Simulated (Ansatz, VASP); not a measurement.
# GaSi31H (Ga-H pair in Si) in two plane-wave programs, part 2 of 2

Aim: how closely do two programs agree when they are given the same cell, functional and k mesh? The cell is taken from a series of runs on this material, whose earlier steps may have relaxed, scaled, displaced or heated it; both programs get it as it stands.

VASP 6.6.1 and Ansatz 0.2.0.

So far. Step 2 (VASP: single point, HSE06): The run ends at a pressure of 1.03 GPa, with forces up to 5.0 eV/Å.

In doubt: a hybrid run on one k-point, which bears on gaps, levels and energies.

## Step 3: Ansatz: single point, HSE06

Level of this step: Ansatz beside VASP: Kohn-Sham DFT, plane waves, HSE06 (Ansatz).

Ansatz runs on its default PAW (the set named soft_2) files.

The same cell, functional, mesh and smearing now go to Ansatz.

input.yaml

```yaml
crystal:
  lattice:
    - [-5.46978324, 5.46978324, 5.46978324]
    - [5.46978324, -5.46978324, 5.46978324]
    - [5.46978324, 5.46978324, -5.46978324]
  atoms:
    - { symbol: Si, position: [0.000498473, -0.000328758, 0.499692414] }
    - { symbol: Si, position: [-0.009708499, 0.244482717, 0.244246605] }
    - { symbol: Si, position: [0.000476974, 0.500025751, -0.000624639] }
    - { symbol: Si, position: [0.006818106, 0.755582569, 0.755337678] }
    - { symbol: Si, position: [0.249180871, -0.002074491, 0.249341865] }
    - { symbol: Si, position: [0.249081549, 0.249141328, -0.0021606] }
    - { symbol: Si, position: [0.245836832, 0.499838401, 0.755418593] }
    - { symbol: Si, position: [0.245774836, 0.755195076, 0.499814123] }
    - { symbol: Si, position: [0.500773785, 0.00031947, -1.3135e-05] }
    - { symbol: Si, position: [0.499779608, 0.248591964, 0.750343382] }
    - { symbol: Ga, position: [0.556466505, 0.50011125, 0.499630157] }
    - { symbol: Si, position: [0.499764454, 0.750668349, 0.248352475] }
    - { symbol: Si, position: [0.751193253, 0.001842952, 0.75136548] }
    - { symbol: Si, position: [0.751175439, 0.244120485, 0.499872671] }
    - { symbol: Si, position: [0.751194382, 0.499827195, 0.244368728] }
    - { symbol: Si, position: [0.751112974, 0.751124428, 0.001917929] }
    - { symbol: Si, position: [9.1595e-05, 0.000127606, 0.251216742] }
    - { symbol: Si, position: [0.000144717, 0.25159416, -6.4373e-05] }
    - { symbol: Si, position: [-0.003554504, 0.499938475, 0.750435745] }
    - { symbol: Si, position: [-0.003472498, 0.750799401, 0.499756692] }
    - { symbol: Si, position: [0.255247062, 0.003088333, 0.003195012] }
    - { symbol: Si, position: [0.248596563, 0.248429989, 0.748348573] }
    - { symbol: Si, position: [0.215125358, 0.499726149, 0.499916018] }
    - { symbol: Si, position: [0.248571995, 0.748330411, 0.248485193] }
    - { symbol: Si, position: [0.499908434, -0.000246379, 0.751001769] }
    - { symbol: Si, position: [0.501789508, 0.23780693, 0.499767434] }
    - { symbol: Si, position: [0.501610086, 0.499991392, 0.237272807] }
    - { symbol: Si, position: [0.499981479, 0.751422371, -0.00040358] }
    - { symbol: Si, position: [0.751998002, -0.003511539, 0.499958957] }
    - { symbol: Si, position: [0.74565999, 0.248995323, 0.249103772] }
    - { symbol: Si, position: [0.75196773, 0.499769173, -0.003314797] }
    - { symbol: Si, position: [0.764046718, 0.76213079, 0.762273922] }
    - { symbol: H, position: [0.35267975, 0.499542407, 0.499684985] }
basis:
  ecutwfc: 420
  xc_grid: 2
hamiltonian:
  xc: hse06
kpoints:
  mp_grid: { grid: [1, 1, 1] }
scf:
  occupations: { method: fermi_dirac, width: 0.01 }
  max_iter: 120
output:
  forces: true
checkpoint:
  read: "../relax.run"
```

On the command line:

```
ansatz run input.yaml --threads 2 --pin off --max-ram 4710MiB --backend cpu --events-out ev --progress --plain --runs-dir out
```

Numbers of over 12 decimals in the logs are rounded to 6 here.

Log:

```text
Warning: checkpoint.read: the run can stay near the saved state's solution: 2 site(s) moved relative to the saved geometry (max |Δs| = 1.885e-2 fractional); the SCF starts from the saved state under `checkpoint.density_extrapolation: transplant`, in force with no word given; its orbitals are not used off its sites. A run without `checkpoint.read` takes nothing of the state. A lower free energy from it at the same positions (and U, V and field ramp, if any) shows a solution that this start missed, and an equal or higher one rules none out (checkpoint.read, Limitations, in the input reference)
exact exchange: scf.exx.singularity resolves to wigner_seitz, which cuts the screened interaction at the faces of the exchange supercell's Wigner-Seitz cell, so that each pair interacts once, at the shortest of its separations (the periodic images that this leaves out come, for a point-like exchange hole, to about 0.019 eV on a filled level). The cut falls within the interaction's reach, and what an exchange supercel [...]
Engine: ansatz 0.2.0, aarch64-unknown-linux-gnu
Pseudopotentials: kind: paw
Pseudopotential: Si, paw, valence charge 4, recommended cutoff 420 eV (normal), Si.paw.azcp
Pseudopotential: Ga, paw, valence charge 13, recommended cutoff 420 eV (normal), Ga.paw.azcp
Pseudopotential: H, paw, valence charge 1, recommended cutoff 420 eV (normal), H.paw.azcp
Functional definition: HSE06
  parameter a = 0.25
  parameter omega = 0.11/bohr
  exchange = pbe_x - a*pbe_x_sr(omega) + a*exact_x_sr(omega)
  correlation = pbe_c
Crystal: 33 atoms, lattice volume = 654.591 Å³
Basis set: ecut = 420 eV, 12839 PW (Γ), exchange–correlation on 128×128×128 points (8 copies of the dense FFT grid, shifted against one another)
Bands: 102, of which v1, the nominal top of the filled ones, is band 69 counted from 1 (68 counted from 0)
Symmetry: 1 space group operations
Space group: P1 (ITA 1), of the structure as read, at distance tolerance 8.7e-5 Å
k-points: 1
Non-local potential: Si, projectors of the file, l = 0: 2, l = 1: 2, l = 2: 2
Non-local potential: Ga, projectors of the file, l = 0: 2, l = 1: 2, l = 2: 3, l = 3: 1
Non-local potential: H, projectors of the file, l = 0: 2, l = 1: 1
PAW form: soft (Blöchl's): semilocal exchange-correlation on the pseudo side does not see the compensation charge
PAW frozen core: Si, regenerated for the run's functional, and the local potential with it (the file was generated under x = pbe(κ = 0.804, μ = 0.219515), c = pbe(β = 0.066725))
PAW frozen core: Ga, regenerated for the run's functional, and the local potential with it (the file was generated under x = pbe(κ = 0.804, μ = 0.219515), c = pbe(β = 0.066725))
PAW one-centre angular grid: Si, 110 points (default); XC on 64 Gauss nodes
PAW one-centre angular grid: Ga, 590 points (default); XC on 64 Gauss nodes
PAW one-centre angular grid: H, 110 points (default); XC on 64 Gauss nodes
Initial density: read from a saved state, or passed on in memory by an earlier SCF of this step, an earlier step, the calling program or the single point that the run made first, carried with its atoms to this geometry
Initial wavefunctions: pseudopotential atomic-orbital guess
Functional: x = pbe(κ = 0.804, μ = 0.219515), c = pbe(β = 0.066725), warm-up for x = pbe(κ = 0.804, μ = 0.219515) + 0.25 (exact − pbe) at short range (hse, ω = 0.207870 Å⁻¹), c = pbe(β = 0.066725); HSE06 as pw.x's `hse` composes it (authors' and Libxc's form: `xc: wpbeh`)
iter 1 solved again at ethr=2.36e-4 eV; its pass at ethr=1.00e-1 eV (dr2=3.26e-1 eV) is discarded
SCF iter   1: F=—  HF=-23502.963064 eV  |F-HF|=—  |Δ(HF+E_count)|=         —  Δρ=8.23e-3  dr2=3.35e-1  ethr=2.36e-4  ⟨swp⟩=14.0  Hψ=753  notcnv=0
preconditioner: auto → none  [insulator: Δε(μ)=0.452 eV  Ē_g=8.565 eV  σ=0.010 eV  W_gap=1.00  n_scr=86 (ndim 8)  ℏωp=17.0 eV  f_vac=0.000  D(μ)=0.00/eV (n_scr^D=0)]
SCF iter   2: F=—  HF=-23502.870353 eV  |F-HF|=—  |Δ(HF+E_count)|=   9.27e-2  Δρ=2.98e-3  dr2=7.38e-2  ethr=2.36e-4  ⟨swp⟩=7.0  Hψ=290  notcnv=0
SCF iter   3: F=—  HF=-23502.858705 eV  |F-HF|=—  |Δ(HF+E_count)|=   1.16e-2  Δρ=1.84e-3  dr2=4.18e-2  ethr=5.35e-5  ⟨swp⟩=8.0  Hψ=329  notcnv=0
SCF iter   4: F=—  HF=-23502.850699 eV  |F-HF|=—  |Δ(HF+E_count)|=   8.01e-3  Δρ=6.79e-4  dr2=5.30e-3  ethr=3.03e-5  ⟨swp⟩=8.0  Hψ=304  notcnv=0
iter 5 solved again at ethr=1.10e-7 eV; its pass at ethr=3.84e-6 eV (dr2=1.51e-4 eV) is discarded
SCF iter   5: F=—  HF=-23502.849719 eV  |F-HF|=—  |Δ(HF+E_count)|=   9.80e-4  Δρ=1.84e-4  dr2=1.56e-4  ethr=1.10e-7  ⟨swp⟩=4.0  Hψ=460  notcnv=0
SCF iter   6: F=-23502.849702 eV  HF=-23502.849708 eV  |F-HF|=6.45e-6  |Δ(HF+E_count)|=   1.03e-5  Δρ=5.84e-5  dr2=1.93e-5  ethr=1.10e-7  ⟨swp⟩=3.0  Hψ=183  notcnv=0
SCF 1 stopped early in 6 iterations: F = -23502.849702 eV  dr2 = 1.93e-5
  greatest PAW one-centre occupation: 0.994 electrons in one spin orbital (limit 2), on the Ga atom at site 10 (counted from 0), in its partial waves of l = 2
Initial density: handed on by an earlier stage of this run
Initial wavefunctions: those handed on with the density
Functional: x = pbe(κ = 0.804, μ = 0.219515) + 0.25 (exact − pbe) at short range (hse, ω = 0.207870 Å⁻¹), c = pbe(β = 0.066725); HSE06 as pw.x's `hse` composes it (authors' and Libxc's form: `xc: wpbeh`)
[...]
SCF iter   6: F=—  HF=-23518.964253 eV  |F-HF|=—  |Δ(HF+E_count)|=   1.69e-3  Δρ=1.55e-4  dr2=3.11e-4  ethr=1.40e-7  ⟨swp⟩=4.0  Hψ=319  notcnv=0
SCF iter   7: F=—  HF=-23518.964172 eV  |F-HF|=—  |Δ(HF+E_count)|=   8.03e-5  Δρ=5.57e-5  dr2=4.62e-5  ethr=1.40e-7  ⟨swp⟩=3.0  Hψ=184  notcnv=0
SCF iter   8: F=-23518.964161 eV  HF=-23518.964163 eV  |F-HF|=2.55e-6  |Δ(HF+E_count)|=   9.24e-6  Δρ=1.29e-5  dr2=9.58e-6  ethr=2.81e-8  ⟨swp⟩=3.0  Hψ=192  notcnv=0
SCF 2 stopped early in 8 iterations: F = -23518.964161 eV  dr2 = 9.58e-6
  Residual-converged pass: ⟨swp⟩=4.0  Hψ=303  notcnv=0  max |occ|·‖R‖ = 4.9e-6 eV (tolerance 6.7e-6 eV)  dr2=9.31e-6  dr2_onsite=2.42e-8  max |Δocc| = 0.0e0
  greatest PAW one-centre occupation: 0.995 electrons in one spin orbital (limit 2), on the Ga atom at site 10 (counted from 0), in its partial waves of l = 2
hybrid outer 1: dexx = +6.608e-2 eV, tail = 4.44e-5 eV
Exchange kernel: α = 0.2500, screened, ω = 0.2079 Å⁻¹, Wigner–Seitz truncation, v(0) = 842.9347 eV·Å³, q-mesh 1×1×1, nearest image of the exchange supercell L = 9.47 Å, pair-density grid 36×36×36, without the augmentation charges, whose exchange is taken in its separable form (sized by the pseudopotential files, 54×54×54 at the most)
Frozen-core exchange: fock
SCF iter   1: F=—  HF=-23518.963358 eV  |F-HF|=—  |Δ(HF+E_count)|=         —  Δρ=1.99e-5  dr2=6.53e-6  ethr=1.61e-7  ⟨swp⟩=7.0  Hψ=288  notcnv=0
preconditioner: auto → none  [insulator: Δε(μ)=1.099 eV  Ē_g=9.243 eV  σ=0.010 eV  W_gap=1.00  n_scr=86 (ndim 8)  ℏωp=16.4 eV  f_vac=0.000  D(μ)=0.00/eV (n_scr^D=0)]
SCF iter   2: F=—  HF=-23518.963357 eV  |F-HF|=—  |Δ(HF+E_count)|=   1.58e-6  Δρ=4.43e-6  dr2=4.57e-7  ethr=4.36e-9  ⟨swp⟩=3.0  Hψ=209  notcnv=0
SCF iter   3: F=—  HF=-23518.963359 eV  |F-HF|=—  |Δ(HF+E_count)|=   1.80e-6  Δρ=4.75e-6  dr2=2.62e-7  ethr=1.35e-10  ⟨swp⟩=7.0  Hψ=329  notcnv=0
SCF iter   4: F=—  HF=-23518.963359 eV  |F-HF|=—  |Δ(HF+E_count)|=   6.87e-8  Δρ=9.91e-7  dr2=2.30e-8  ethr=1.35e-10  ⟨swp⟩=3.0  Hψ=200  notcnv=0
SCF iter   5: F=-23518.963359 eV  HF=-23518.963359 eV  |F-HF|=1.09e-8  |Δ(HF+E_count)|=   8.38e-8  Δρ=1.00e-6  dr2=1.56e-8  ethr=6.79e-12  ⟨swp⟩=7.0  Hψ=348  notcnv=0
SCF 3 converged in 5 iterations: F = -23518.963359 eV  dr2 = 1.56e-8
  Residual-converged pass: ⟨swp⟩=3.0  Hψ=167  notcnv=0  max |occ|·‖R‖ = 1.4e-6 eV (tolerance 1.8e-6 eV)  dr2=1.56e-8  dr2_onsite=2.35e-10  max |Δocc| = 0.0e0
hybrid outer 2: dexx = +2.275e-6 eV, tail = 3.71e-8 eV, Δε = 8.09e-4 eV (about 3.06e-5 eV left of the loop's levels), ΔF = 3.87e-3 eV/Å (tail 3.71e-4)
WARN: the filled states extend beyond the cell (their overlap across the Brillouin zone is 0.360, against 0 in a metal and nearly 1 for localised states). With one k-point a hybrid's gap, moments and forces can then be wrong. Use a denser k-mesh, or a larger cell for a defect
hybrid SCF converged: 2 outer / 13 inner (+6 warm-up), last move |dexx| = 2.28e-6 eV, tail = 3.71e-8 eV
Stability not checked: this state was not tested for a lower state beside it, because the functional holds exact exchange (a hybrid, or Hartree-Fock), whose exchange loop this test does not read (fock_operator; see scf.lower_state_search)
Free energy (F): -23518.963359 eV
Frozen-core exchange: fock
Harris-Foulkes:  -23518.963359 eV  (|F-HF|=1.09e-8)
Internal energy: -23518.963359 eV  (E = F + TS)
E sigma→0 (E₀):  -23518.963359 eV
Fermi energy:    6.381467 eV
--- Per-component energies (eV) ---
  E_band       = -77.001059
  E_kinetic    = 1396.702375
  E_local      = -3617.497258  (includes V_loc(G=0)·N_el)
  E_nonlocal   = 1209.092654
  E_hartree    = 1543.730675
  E_xc         = -1458.952664
  E_vxc        = -1241.411133  (∫ρ·V_xc dr)
  E_exx        = -224.165468  (= α·E_x^exact, valence–valence)
  E_paw        = -18006.582459  (= ΣΔE_a)
  E_vpaw       = -463.013438  (= ΣTr[D̂ρ^β])
  E_aug_tail   = -0.001407  (compensation charges beyond the density's cutoff)
  E_ewald      = -4359.569446
  E_core_change = -1.720360  (= ΣΔE_core)
  E_smearing   = -0.000000  (= −TS)
  E_closure    = 0.000000  (closes the sum)
  Σ components = -23518.963359   (vs F -23518.963359, Δ=0.00e0)
--- Forces (eV/Å), atoms counted from 1 ---
  atom   1  Si     0.00760567    -0.00503226    -0.01457923
  atom   2  Si     0.03705848    -0.03398132    -0.03406701
  atom   3  Si     0.00732393    -0.01243592    -0.00858648
  atom   4  Si    -0.07970820    -0.02081610    -0.02209916
  atom   5  Si    -0.01482756     0.00335697    -0.01298741
  atom   6  Si    -0.01387785    -0.01478657     0.00427180
  atom   7  Si     0.03428024    -0.03513115    -0.03312802
  atom   8  Si     0.03167208    -0.03284643    -0.03551831
  atom   9  Si     0.01298652    -0.00557277    -0.00829529
  atom  10  Si    -0.00281166     0.01288879    -0.01388777
  atom  11  Ga     0.12186810    -0.11896809    -0.12332256
  atom  12  Si    -0.00251286    -0.01335732     0.01203118
  atom  13  Si     0.01363655     0.00201050     0.01336604
  atom  14  Si     0.02065360    -0.02194333     0.08204961
  atom  15  Si     0.02098637     0.08010130    -0.01978398
  atom  16  Si     0.01297548     0.01164242     0.00415368
  atom  17  Si     0.00876283     0.00407841    -0.00102466
  atom  18  Si     0.00812377     0.00189726     0.00181554
  atom  19  Si     0.02405608     0.06311752    -0.02471633
  atom  20  Si     0.02381367    -0.02314181     0.05949723
  atom  21  Si     0.02764274    -0.00139322     0.00035125
  atom  22  Si    -0.00300838    -0.01098229     0.00203514
  atom  23  Si     2.49705515    -2.49082861    -2.48810836
  atom  24  Si    -0.00249135     0.00127707    -0.00769269
  atom  25  Si    -0.00008987     0.00499297    -0.00836879
  atom  26  Si     0.06220041    -0.06136831    -0.03321659
  atom  27  Si     0.06141823    -0.02970128    -0.06245121
  atom  28  Si    -0.00165246    -0.00857230     0.00281204
  atom  29  Si    -0.00003435    -0.00148392    -0.02713013
  atom  30  Si    -0.06099092    -0.02544534    -0.02243713
  atom  31  Si    -0.00050133    -0.02850021     0.00073677
  atom  32  Si     0.03158607    -0.06500240    -0.05948456
  atom  33  H     -2.88323223     2.87598245     2.87782290
  max |Σ_I F_I| component: 5.75e-5 eV/Å
--- Band table (eV) ---
  k-point 0: bands = [... 65 lower, 4.7414, 5.6287, 5.8281, 5.8290, 6.9274]
  guard bands above this table: 32 of the run's 102 bands. The solve was not asked for them (output.publish_guard_bands: true or output.eigenvalues: true publishes all)
```

In the SCF lines HF is the Harris–Foulkes energy and dr2 the Hartree energy of the density residual, in eV; the loop may stop once dr2 is under the threshold and the program's other checks hold. Hψ counts applications of the Hamiltonian.

## Step 4: Comparison

Known differences besides the potentials themselves: exact exchange at q = 0 is treated differently, which shows on coarse meshes; VASP keeps PBE cores, Ansatz makes them for the functional; the cutoff is 420 eV in Ansatz and 400 eV in VASP (PREC = Accurate, projectors in real space); VASP takes a coarser grid for exact exchange (PRECFOCK = Fast). Total energies have different zeros and are not compared.

The two programs side by side:

```tsv
quantity	Ansatz	VASP	difference
gap on the k mesh (eV)	1.098	1.147	-0.049
```

Forces on 7 of the 33 atoms, those with the largest forces and the largest differences (eV/Å; atoms numbered as in POSCAR):

```tsv
atom	Ansatz x, y, z	VASP x, y, z
Si13	0.021, -0.022, 0.082	0.023, -0.024, 0.080
Si22	2.497, -2.491, -2.488	2.486, -2.480, -2.477
Si25	0.062, -0.061, -0.033	0.057, -0.057, -0.035
Si26	0.061, -0.030, -0.062	0.057, -0.032, -0.058
Si31	0.032, -0.065, -0.059	0.033, -0.061, -0.055
Ga32	0.122, -0.119, -0.123	0.117, -0.114, -0.119
H33	-2.883, 2.876, 2.878	-2.863, 2.856, 2.858
```

The forces differ by 4.7 meV/Å r.m.s., which is 0.7 % of the r.m.s. force of 0.660 eV/Å (both taken over all components). A gap on the mesh is an upper bound, since the band edges may lie between its points.

## Step 5: Outcome

| Item | Value |
| --- | --- |
| r.m.s. force difference (single point, HSE06) | 0.72 % of the r.m.s. force |
| difference in gap on the k mesh (single point, HSE06) | -0.049 eV |

The difference in gap on the k mesh is -0.049 eV (single point, HSE06), within the 0.08 eV picked in this series as the mark of a large difference. How closely two codes agree says nothing of how well the functional describes the real material.

[Lines on the potential files, build, host, timing and source positions are cut from VASP's logs without a mark.]

[Logs are printed without paths, hosts, clocks, repeated set-up lines and the standing remarks that a program may print on its own settings, such as how far it seeks lower states.]

[Hosts, paths, dates, database ids (printed as entryN), source tags and the programs' standing remarks are cut or masked in the printed files.]
